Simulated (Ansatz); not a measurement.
# Ag: hydrostatic pressure series

Method: DFT PBEsol, scalar-relativistic, plane waves, PAW (Ansatz). Settings: 420 eV cutoff, 18×18×18 k-mesh, Gaussian smearing of 0.10 eV, no spin polarisation.

Starting point, cell and atoms relaxed:

```
Ag
1.0
     0.00000    2.02722    2.02722
     2.02722    0.00000    2.02722
     2.02722    2.02722    0.00000
Ag
1
Direct
  0.00000 0.00000 0.00000
```

Cell and atoms are relaxed at each pressure within the symmetry of the start, at zero temperature, so transitions that lower the symmetry aren't seen. The k-mesh given is that at zero pressure and may differ at others. a, b and c are the lengths of the cell vectors above. ΔH is E + PV over the energy at zero pressure.

```csv
P (GPa),V (Å³/atom),V/V0,a (Å),b (Å),c (Å),ΔH (eV/atom)
-2,16.96,1.018,2.884,2.884,2.884,-0.210
0,16.66,1.000,2.867,2.867,2.867,0.000
2,16.40,0.984,2.852,2.852,2.852,0.206
5,16.05,0.963,2.831,2.831,2.831,0.510
10,15.56,0.934,2.802,2.802,2.802,1.003
20,14.79,0.888,2.755,2.755,2.755,1.949
40,13.72,0.823,2.687,2.687,2.687,3.724
```